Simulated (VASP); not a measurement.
## Sn under changes of volume

One of the cells (25.688 Å³/atom); the others are scaled copies at fixed shape and fractional positions:

```xyz
1
Lattice="-1.9968 1.9968 1.6107 1.9968 -1.9968 1.6107 1.9968 1.9968 -1.6107" Properties=species:S:1:pos:R:3 pbc="T T T"
Sn    0.0000    0.0000    0.0000
```

This isn't the form of Sn at room conditions, which is tetragonal (white tin).

* Program: VASP 6.6.1
* Functional: LDA
* Potentials or basis: VASP PAW LDA potentials, release 64 (Sn_d)
* Cutoff: 520 eV
* k mesh: 8 × 8 × 8
* Occupations: fermi-dirac, width 0.05 eV
* Spin: no spin polarisation

| volume (Å³/atom) | energy over the lowest point (meV/atom) | pressure (GPa) |
| --- | --- | --- |
| 24.661 | 7.98 | 2.6 |
| 25.174 | 1.96 | 1.2 |
| 25.688 | 0.00 | 0.0 |
| 26.202 | 1.73 | -1.1 |
| 26.716 | ? | ? |

Question: What does the run at 26.716 Å³/atom give?

Answer: Energy over the lowest point 6.81 meV/atom; pressure -2.1 GPa.

Worked out: A Birch-Murnaghan fit of order 2 (a polynomial in V^(-2/3)) to the other rows has its minimum at 25.70 Å³/atom with B0 = V·E''(V) = 57 GPa at fixed shape and positions, which overstates the stiffness. It gives 6.80 meV/atom at 26.716 Å³/atom, against the run's 6.81, and -dE/dV = -2.1 GPa, against -2.1.

Energies are extrapolated to zero smearing.
